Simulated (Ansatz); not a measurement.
# Sn on Mg(0001), bridge start, 2x2 cell: photoemission fingerprints, part 2 of 5

What would XPS and UPS show for Sn on Mg(0001), bridge start, 2x2 cell?

Ansatz 0.2.0; DFT, PBE, plane-wave PAW, default files, scalar-relativistic (the session's first sound run).

So far, work function, upper face (eV): step 2 (the clean face) 3.76.

### 3. Relaxation

System of this step: Mg16Sn. The cell holds 17 atoms: 1 Sn and 16 Mg. Its edges and angles: a = 6.380 Å, b = 6.380 Å, c = 24.835 Å, α = 90.0°, β = 90.0°, γ = 60.0°. It derives from Mg. How the cell was made: adsorbate; added: Sn; site: bridge; coverage 0.25 monolayer; cell: 2x2; on one face. Regions: ad, 1 atom (1 Sn); L1, 4 atoms (4 Mg); L2, 4 atoms (4 Mg); L3, 4 atoms (4 Mg); rest, 4 atoms (4 Mg). Vacuum lies along c.

Levels and vacuum steps follow bond lengths, so the atoms are relaxed first. 8 atoms are held to stand for the bulk. A dipole correction cancels the field between unlike faces.

input.yaml reads:

```yaml
crystal:
  lattice:
    - [6.38, 0.0, 0.0]
    - [3.19, 5.5252420761, 0.0]
    - [0.0, 0.0, 24.835]
  atoms:
    - { symbol: Sn, position: [0.251844046, 0.0, 0.698006845] }
    - { symbol: Mg, position: [0.0, 0.0, 0.61546205] }
    - { symbol: Mg, position: [0.5, 0.0, 0.61546205] }
    - { symbol: Mg, position: [0.0, 0.5, 0.61546205] }
    - { symbol: Mg, position: [0.5, 0.5, 0.61546205] }
    - { symbol: Mg, position: [0.833333333, 0.333333333, 0.510972418] }
    - { symbol: Mg, position: [0.333333333, 0.333333333, 0.510972418] }
    - { symbol: Mg, position: [0.833333333, 0.833333333, 0.510972418] }
    - { symbol: Mg, position: [0.333333333, 0.833333333, 0.510972418] }
    - { symbol: Mg, position: [0.0, 0.0, 0.406482786] }
    - { symbol: Mg, position: [0.5, 0.0, 0.406482786] }
    - { symbol: Mg, position: [0.0, 0.5, 0.406482786] }
    - { symbol: Mg, position: [0.5, 0.5, 0.406482786] }
    - { symbol: Mg, position: [0.833333333, 0.333333333, 0.301993155] }
    - { symbol: Mg, position: [0.333333333, 0.333333333, 0.301993155] }
    - { symbol: Mg, position: [0.833333333, 0.833333333, 0.301993155] }
    - { symbol: Mg, position: [0.333333333, 0.833333333, 0.301993155] }
kpoints:
  mp_grid: { grid: [6, 6, 1] }
scf:
  occupations: { method: fermi_dirac, width: 0.05 }
  n_extra_bands: 14
hamiltonian:
  xc: pbe
  pseudopotentials: { kind: paw }
output:
  forces: true
  write_potential: true
  volumetric_format: []
efield:
  axis: 3
  dipole_correction: true
relax:
  f_tol: 0.03
  max_steps: 45
  constraints: [{ sites: [9, 10, 11, 12, 13, 14, 15, 16] }]
```

On the command line:

```console
$ ansatz run input.yaml --threads 8 --pin off --max-ram 20480MiB --backend cpu --events-out ev --progress --plain --runs-dir out
```

Numbers of over 12 decimals in the logs are rounded to 6 here.

Log:

```text
[...]
Crystal: 17 atoms, lattice volume = 875.460 Å³
Basis set: ecut = 420 eV, 17255 PW (Γ), exchange–correlation on 90×90×360 points (8 copies of the dense FFT grid, shifted against one another)
Bands: 101, of which v1, the nominal top of the filled ones, is band 87 counted from 1 (86 counted from 0)
Symmetry: 1 space group operations
[...]
k-points: 20 of 36 (time reversal used)
[...]
SCF iter   1: F=—  HF=-36801.955224 eV  |F-HF|=—  |Δ(HF+E_count)|=         —  Δρ=2.36e-3  dr2=2.44e0  ethr=1.77e-3  p=-0.183 e·Å  D=-3.78e-2 V/Å  ΔV_dip=0.94 eV  dr2_dipole=1.57e0  V_vac-E_F(+/−)=4.67/3.72 eV  ⟨swp⟩=13.4  Hψ=10421  notcnv=0  defer=19
[...]
SCF iter   6: F=-36801.878087 eV  HF=-36801.878087 eV  |F-HF|=1.52e-7  |Δ(HF+E_count)|=   3.33e-6  Δρ=6.10e-6  dr2=8.26e-7  ethr=5.79e-9  p=-0.136 e·Å  D=-2.81e-2 V/Å  ΔV_dip=0.70 eV  dr2_dipole=7.78e-12  V_vac-E_F(+/−)=4.48/3.78 eV  ⟨swp⟩=9.9  Hψ=14579  notcnv=0
SCF 1 converged in 6 iterations: F = -36801.878087 eV  dr2 = 8.26e-7
[...]
relax step   1: F+E_penalty+E_count = -36801.87808732 eV  Δ(F+E_penalty+E_count) = +0.000e0 eV  max|allowed force component| = 1.661e0 eV/Å  Δτ_max = 0.0000 Å  (6 SCF iters, dr2 threshold 2.25e-5 eV, accepted)
[...]
SCF iter   5: F=-36802.222995 eV  HF=-36802.222994 eV  |F-HF|=5.51e-7  |Δ(HF+E_count)|=   1.33e-5  Δρ=2.65e-5  dr2=9.53e-6  ethr=5.75e-8  p=-0.116 e·Å  D=-2.40e-2 V/Å  ΔV_dip=0.60 eV  dr2_dipole=2.20e-7  V_vac-E_F(+/−)=4.36/3.77 eV  ⟨swp⟩=11.0  Hψ=15025  notcnv=0
SCF 2 converged in 5 iterations: F = -36802.222995 eV  dr2 = 9.53e-6
relax step   2: F+E_penalty+E_count = -36802.22299489 eV  Δ(F+E_penalty+E_count) = -3.449e-1 eV  max|allowed force component| = 2.005e-1 eV/Å  Δτ_max = 0.1752 Å  (5 SCF iters, dr2 threshold 1.00e-4 eV, accepted)
SCF iter   1: F=—  HF=-36802.265538 eV  |F-HF|=—  |Δ(HF+E_count)|=         —  Δρ=7.11e-4  dr2=1.81e-2  ethr=4.60e-4  p=-0.116 e·Å  D=-2.40e-2 V/Å  ΔV_dip=0.60 eV  dr2_dipole=1.86e-3  V_vac-E_F(+/−)=4.36/3.76 eV  ⟨swp⟩=4.8  Hψ=4283  notcnv=0  defer=55
[...]
SCF iter   5: F=-36802.265413 eV  HF=-36802.265414 eV  |F-HF|=4.56e-7  |Δ(HF+E_count)|=   1.05e-5  Δρ=1.04e-5  dr2=2.03e-6  ethr=1.44e-9  p=-0.115 e·Å  D=-2.37e-2 V/Å  ΔV_dip=0.59 eV  dr2_dipole=6.57e-9  V_vac-E_F(+/−)=4.36/3.77 eV  ⟨swp⟩=10.2  Hψ=14648  notcnv=0
SCF 3 converged in 5 iterations: F = -36802.265413 eV  dr2 = 2.03e-6
relax step   3: F+E_penalty+E_count = -36802.26541324 eV  Δ(F+E_penalty+E_count) = -4.242e-2 eV  max|allowed force component| = 8.407e-2 eV/Å  Δτ_max = 0.1031 Å  (5 SCF iters, dr2 threshold 2.51e-6 eV, accepted)
[...]
relax step   4: F+E_penalty+E_count = -36802.28033681 eV  Δ(F+E_penalty+E_count) = -1.492e-2 eV  max|allowed force component| = 3.539e-2 eV/Å  Δτ_max = 0.2000 Å  (7 SCF iters, accepted)
[...]
relax step   5: F+E_penalty+E_count = -36802.28142962 eV  Δ(F+E_penalty+E_count) = -1.093e-3 eV  max|allowed force component| = 5.386e-3 eV/Å  Δτ_max = 0.0409 Å  (5 SCF iters, accepted)
SCF iter   1: F=—  HF=-36802.281671 eV  |F-HF|=—  |Δ(HF+E_count)|=         —  Δρ=2.58e-4  dr2=9.13e-4  ethr=5.97e-6  p=-0.116 e·Å  D=-2.39e-2 V/Å  ΔV_dip=0.59 eV  dr2_dipole=5.96e-6  V_vac-E_F(+/−)=4.36/3.76 eV  ⟨swp⟩=5.2  Hψ=4322  notcnv=0  defer=62
[...]
SCF iter   5: F=-36802.281633 eV  HF=-36802.281633 eV  |F-HF|=2.22e-8  |Δ(HF+E_count)|=   2.04e-7  Δρ=1.81e-6  dr2=4.12e-8  ethr=5.75e-11  p=-0.116 e·Å  D=-2.39e-2 V/Å  ΔV_dip=0.59 eV  dr2_dipole=3.20e-11  V_vac-E_F(+/−)=4.36/3.76 eV  ⟨swp⟩=10.9  Hψ=12821  notcnv=0
SCF 6 converged in 5 iterations: F = -36802.281633 eV  dr2 = 4.12e-8
relax step   6: F+E_penalty+E_count = -36802.28163333 eV  Δ(F+E_penalty+E_count) = -2.037e-4 eV  max|allowed force component| = 4.535e-3 eV/Å  Δτ_max = 0.0311 Å  (5 SCF iters, accepted)
NSCF: frozen V_eff on 20 k-points
[...]
SCF converged after 5 iterations
Free energy (F): -36802.281633 eV
[...]
Internal energy: -36802.213820 eV  (E = F + TS)
E sigma→0 (E₀):  -36802.247727 eV
Entropy (-TS):   -0.067813 eV (-3.989 meV/atom)
Fermi energy:    0.487376 eV
Dipole field:    D = -0.023913 V/Å  (p = -0.115694 e·Å, saw-weighted, corrected)
Work function:   Φ+ = 4.3580 eV   Φ− = 3.7641 eV
[...]
--- Forces (eV/Å), atoms counted from 1 ---
  atom   1  Sn    -0.00003444     0.00287150    -0.00453523
  atom   2  Mg     0.00104088    -0.00075615     0.00105101
  atom   3  Mg    -0.00095007    -0.00088297     0.00106656
  atom   4  Mg     0.00005144    -0.00148675     0.00139962
  atom   5  Mg    -0.00006851    -0.00228069    -0.00136910
  atom   6  Mg     0.00009274    -0.00077358    -0.00016198
  atom   7  Mg    -0.00006813    -0.00069937    -0.00020651
  atom   8  Mg    -0.00012220     0.00331439     0.00107850
  atom   9  Mg     0.00003997     0.00038450     0.00103966
  atom  10  Mg    -0.06929714     0.06957239     0.00979805
  atom  11  Mg     0.06931380     0.06954678     0.00980658
  atom  12  Mg    -0.00000194    -0.03941300     0.06899899
  atom  13  Mg     0.00000079    -0.11076334     0.07252594
  atom  14  Mg    -0.00103464     0.02226645    -0.02511073
  atom  15  Mg     0.00103648     0.02227199    -0.02510874
  atom  16  Mg     0.00000576    -0.01086521    -0.04145469
  atom  17  Mg    -0.00000540    -0.02236409    -0.06881265
  max |Σ_I F_I| component: 5.72e-5 eV/Å
--- Band table (eV; the first three rows and the last of 20) ---
  k-point 0: bands = [... 83 lower, -0.5889, -0.5146, -0.4945, -0.2820, -0.0528, 0.0338, 0.4785, 0.7694, ... 10 higher]
  k-point 1: bands = [... 83 lower, -0.3474, -0.2515, -0.2139, 0.0568, 0.1905, 0.3792, 0.7525, 0.9979, ... 10 higher]
  k-point 2: bands = [... 83 lower, -0.4077, 0.0153, 0.4629, 0.5794, 0.7667, 0.8299, 1.3881, 1.5274, ... 10 higher]
  k-point 19: bands = [... 83 lower, -0.5657, 0.1410, 0.4124, 0.5700, 0.9212, 1.6031, 1.7385, 2.1231, ... 10 higher]
--- Relaxed structure (6 steps of the walk, 6 accepted, 0 SCFs on fresh bases) ---
  F+E_penalty+E_count = -36802.28163333 eV   max|allowed force component| = 4.535e-3 eV/Å
  atoms:
    - { symbol: Sn, position: [0.284047, -0.068065, 0.702781] }
    - { symbol: Mg, position: [-0.00226796, -0.023811, 0.610057] }
    - { symbol: Mg, position: [0.526066, -0.023796, 0.610053] }
    - { symbol: Mg, position: [0.025266, 0.449456, 0.630881] }
    - { symbol: Mg, position: [0.500614, 0.498777, 0.624338] }
    - { symbol: Mg, position: [0.830830, 0.336396, 0.513465] }
    - { symbol: Mg, position: [0.332776, 0.336392, 0.513464] }
    - { symbol: Mg, position: [0.837776, 0.824464, 0.508960] }
    - { symbol: Mg, position: [0.334243, 0.831511, 0.508873] }
    - { symbol: Mg, position: [0.0, 0.0, 0.406482786] }
    - { symbol: Mg, position: [0.5, 0.0, 0.406482786] }
    - { symbol: Mg, position: [2.7755575615628914e-17, 0.500000, 0.406482786] }
    - { symbol: Mg, position: [0.500000, 0.500000, 0.406482786] }
    - { symbol: Mg, position: [0.833333, 0.333333, 0.301993] }
    - { symbol: Mg, position: [0.333333, 0.333333, 0.301993] }
    - { symbol: Mg, position: [0.833333, 0.833333333, 0.301993] }
    - { symbol: Mg, position: [0.333333, 0.833333333, 0.301993] }
```

Elapsed: 92 s, on 8 threads of Arm Neoverse V2, shared host; peak memory 3.8 GiB.

Step by step:

```csv
step,energy less that of the first step (eV),largest force component (eV/Å)
1,0.0000,1.6608
2,-0.3449,0.2005
3,-0.3873,0.0841
4,-0.4022,0.0354
5,-0.4033,0.0054
6,-0.4035,0.0045
```

The atoms that moved most (Å):

```csv
atom,dx,dy,dz,length
Mg4,0.000,-0.279,0.383,0.474
Sn1,-0.012,-0.376,0.119,0.394
Mg5,0.000,-0.007,0.220,0.221
Mg3,0.090,-0.131,-0.134,0.209
Mg2,-0.090,-0.132,-0.134,0.209
Mg8,0.000,-0.049,-0.050,0.070
Mg6,-0.006,0.017,0.062,0.064
Mg7,0.006,0.017,0.062,0.064
```

Numbers from this step:

```yaml
free_energy: -36802.2816 eV
energy_at_zero_smearing: -36802.2477 eV
smearing_term_ts: 0.06781 eV
fermi_energy: 0.4874 eV
symmetry_operations: 1
work_function_upper_face: 4.358 eV
work_function_lower_face: 3.764 eV
```

The relaxation ends 24 meV an atom lower, with a largest force component of 0.0045 eV/Å on the free atoms. Between step 2 and this run (17 atoms) the value for the work function, upper face moves from 3.76 eV to 4.36 eV (+16 %).

### 4. Bands by layer

This is the main run. States are solved along the surface zone's path and weighed by where they lie along the normal, since photoemission sees the top layers. The cell holds 4 small cells, so the bands are unfolded.

input.yaml reads:

```yaml
crystal:
  lattice:
    - [6.38, 0.0, 0.0]
    - [3.19, 5.5252420761, 0.0]
    - [0.0, 0.0, 24.835]
  atoms:
    - { symbol: Sn, position: [0.284047308, -0.0680645041, 0.7027813266] }
    - { symbol: Mg, position: [-0.0022679625, -0.0238109948, 0.6100574603] }
    - { symbol: Mg, position: [0.5260656012, -0.0237964106, 0.610052941] }
    - { symbol: Mg, position: [0.0252657581, 0.4494563653, 0.6308813526] }
    - { symbol: Mg, position: [0.500614032, 0.4987765395, 0.6243384247] }
    - { symbol: Mg, position: [0.830830252, 0.3363956497, 0.5134649938] }
    - { symbol: Mg, position: [0.3327756785, 0.336391851, 0.5134639744] }
    - { symbol: Mg, position: [0.8377758266, 0.824464045, 0.5089602593] }
    - { symbol: Mg, position: [0.3342431969, 0.8315109046, 0.5088725888] }
    - { symbol: Mg, position: [0.0, 0.0, 0.406482786] }
    - { symbol: Mg, position: [0.5, 0.0, 0.406482786] }
    - { symbol: Mg, position: [0.0, 0.5, 0.406482786] }
    - { symbol: Mg, position: [0.5, 0.5, 0.406482786] }
    - { symbol: Mg, position: [0.833333333, 0.333333333, 0.301993155] }
    - { symbol: Mg, position: [0.333333333, 0.333333333, 0.301993155] }
    - { symbol: Mg, position: [0.833333333, 0.833333333, 0.301993155] }
    - { symbol: Mg, position: [0.333333333, 0.833333333, 0.301993155] }
kpoints:
  mp_grid: { grid: [6, 6, 1] }
scf:
  occupations: { method: fermi_dirac, width: 0.05 }
  n_extra_bands: 25
hamiltonian:
  xc: pbe
  pseudopotentials: { kind: paw }
output:
  forces: true
  write_potential: true
  volumetric_format: []
  dos:
    projected:
      site_lists:
        adsorbate: [0]
        layer_1: [1, 2, 3, 4]
        layer_2: [5, 6, 7, 8]
        layer_3: [9, 10, 11, 12]
        other_layers: [13, 14, 15, 16]
    de: 0.05
    e_range: [-30, 12]
    method: { smearing: { sigma: 0.15, scheme: gaussian } }
  eigenstates:
    kpoints:
      - [0.33333333, -0.33333333, 0.0]
      - [0.25, -0.375, 0.0]
      - [0.16666667, -0.41666667, 0.0]
      - [0.08333333, -0.45833333, 0.0]
      - [0.0, 0.5, 0.0]
      - [-0.08333333, 0.45833333, 0.0]
      # [... 29 more points ...]
      - [0.25, 0.5, 0.0]
      - [0.29166667, -0.41666667, 0.0]
    e_range: [-8.0, 4.0]
    unfold:
      supercell_matrix: [[2, 0, 0], [0, 2, 0], [0, 0, 1]]
      layers:
        axis: 3
        edges: [0.14093, 0.432079, 0.432179, 0.573233, 0.573333, 0.863843]
efield:
  axis: 3
  dipole_correction: true
```

Log:

```text
[...]
Crystal: 17 atoms, lattice volume = 875.460 Å³
Basis set: ecut = 420 eV, 17255 PW (Γ), exchange–correlation on 90×90×360 points (8 copies of the dense FFT grid, shifted against one another)
Bands: 112, of which v1, the nominal top of the filled ones, is band 87 counted from 1 (86 counted from 0)
Symmetry: 1 space group operations
[...]
k-points: 20 of 36 (time reversal used)
[...]
SCF iter   1: F=—  HF=-36802.333535 eV  |F-HF|=—  |Δ(HF+E_count)|=         —  Δρ=1.94e-3  dr2=1.56e0  ethr=1.77e-3  p=-0.148 e·Å  D=-3.05e-2 V/Å  ΔV_dip=0.76 eV  dr2_dipole=9.87e-1  V_vac-E_F(+/−)=4.50/3.74 eV  ⟨swp⟩=11.8  Hψ=11509  notcnv=0  defer=172
[...]
SCF iter   7: F=-36802.281633 eV  HF=-36802.281633 eV  |F-HF|=1.13e-8  |Δ(HF+E_count)|=   2.22e-7  Δρ=1.27e-6  dr2=2.51e-8  ethr=5.75e-11  p=-0.116 e·Å  D=-2.39e-2 V/Å  ΔV_dip=0.59 eV  dr2_dipole=7.91e-10  V_vac-E_F(+/−)=4.36/3.76 eV  ⟨swp⟩=25.7  Hψ=17051  notcnv=0
SCF 1 converged in 7 iterations: F = -36802.281633 eV  dr2 = 2.51e-8
[...]
efield: sawtooth ramp at fractional position 0.9524 (kept from the solve that this one continues, or follows in the run), width 0.1000; the density the first Hamiltonian is built on has a dipole p = -0.116 e·Å; the dipole correction subtracts the counter field D = -2.39e-2 V/Å, which shifts the + side's vacuum level by +0.59 eV against the − side's; the planar-averaged density in the ramp window peaks in size at 7.3e-6 e/Å³
[...]
SCF converged after 7 iterations
Free energy (F): -36802.281633 eV
[...]
Internal energy: -36802.213820 eV  (E = F + TS)
E sigma→0 (E₀):  -36802.247727 eV
Entropy (-TS):   -0.067813 eV (-3.989 meV/atom)
Fermi energy:    0.485961 eV
Dipole field:    D = -0.023885 V/Å  (p = -0.115559 e·Å, saw-weighted, corrected)
Work function:   Φ+ = 4.3576 eV   Φ− = 3.7644 eV
[...]
--- Forces (eV/Å), atoms counted from 1 ---
  atom   1  Sn    -0.00003497     0.00287964    -0.00452571
  atom   2  Mg     0.00104920    -0.00076310     0.00103875
  atom   3  Mg    -0.00095820    -0.00089002     0.00105308
  atom   4  Mg     0.00005142    -0.00146492     0.00138984
  atom   5  Mg    -0.00006846    -0.00225972    -0.00136772
  atom   6  Mg     0.00009715    -0.00076411    -0.00016781
  atom   7  Mg    -0.00007251    -0.00069060    -0.00021253
  atom   8  Mg    -0.00012278     0.00330954     0.00109008
  atom   9  Mg     0.00004059     0.00038585     0.00105949
  atom  10  Mg    -0.06929974     0.06957122     0.00978827
  atom  11  Mg     0.06931643     0.06954511     0.00979706
  atom  12  Mg    -0.00000231    -0.03940868     0.06899338
  atom  13  Mg     0.00000102    -0.11076273     0.07251996
  atom  14  Mg    -0.00103550     0.02227240    -0.02511079
  atom  15  Mg     0.00103737     0.02227771    -0.02510926
  atom  16  Mg     0.00000575    -0.01086871    -0.04145503
  atom  17  Mg    -0.00000541    -0.02236763    -0.06882633
  max |Σ_I F_I| component: 4.53e-5 eV/Å
--- Band table (eV; the first three rows and the last of 20) ---
  k-point 0: bands = [... 83 lower, -0.5903, -0.5160, -0.4960, -0.2834, -0.0542, 0.0324, 0.4771, 0.7680, ... 21 higher]
  k-point 1: bands = [... 83 lower, -0.3488, -0.2529, -0.2153, 0.0553, 0.1890, 0.3778, 0.7511, 0.9965, ... 21 higher]
  k-point 2: bands = [... 83 lower, -0.4091, 0.0139, 0.4615, 0.5780, 0.7653, 0.8285, 1.3867, 1.5260, ... 21 higher]
  k-point 19: bands = [... 83 lower, -0.5671, 0.1396, 0.4110, 0.5686, 0.9198, 1.6017, 1.7371, 2.1217, ... 21 higher]
```

The job ended after 94 s (8 threads; peak memory 5.4 GiB; 12 min of CPU time).

Reading the cycles: dr2 is the Hartree energy of the density residual (eV), the measure of convergence; HF is the Harris–Foulkes estimate of the energy, which meets the free energy F at convergence.

Numbers from this step:

```yaml
fermi_energy: 0.4860 eV
share_of_occupied_states_in_no_projected_shell: 0.1765 of the occupied states in the window
dos_at_the_fermi_level: 8.370 states/eV/cell
```

A(k,E), total over k along the path and E. Zero: Fermi level.

Ten even steps from '_' (0.0 eV⁻¹) to '@' (5.0 eV⁻¹), each cell a mean:
```
----==::==--..__..::--::::::::::..__::::--..::::--..::==----
--====::++--..__________....________..--..::::--::::----++--
++==--%%++....::..______________......::::::......::::----==
::--**++....______::::..____......____..::::::::--::::--::::
--==++::........____..::--::..____......====::::..::::==++==
==**++......____________________________..::--..::::----====
##**....__......__________________....::..::::------::::==##
@@--......__..::::..__________..::::..__..--::::::::::++++@@
..--::....::____....::::--::::..______..::..======++**++**..
__......____::____________________..::..__..--======**==____
__..::..::____::::..__________....::..__::..::****==..______
____::--..::____..::::--::::::::..____....::--______________
______--::__::______________________::..__::..______________
________--..__::..______________..::....--..________________
________..--::__..--::..__..::::::__..::::__________________
__________::..::______..::....____..::--____________________
____________::..--..__________..::::::..____________________
______________--....::--::--::::__::..______________________
________________::--__________::--__________________________
____________________::------::..____________________________
____________........::::::::::::....________________________
____________________________________________________________
```
Columns: k along the path (Å⁻¹) from 0 to 3.11; rows upwards: E (eV) from -7.7 to 3.49.

(Part 2 of 5 ends here.)

[Logs are printed without paths, hosts, clocks, repeated set-up lines and the standing remarks that a program may print on its own settings, such as how far it seeks lower states.]

[Hosts, paths, dates, database ids (printed as entryN), source tags and the programs' standing remarks are cut or masked in the printed files.]

[Maps of the electrostatic potential energy from Ansatz leave out the sawtooth potential of an applied field or a dipole correction, so their vacuum need not be flat; work functions include it.]
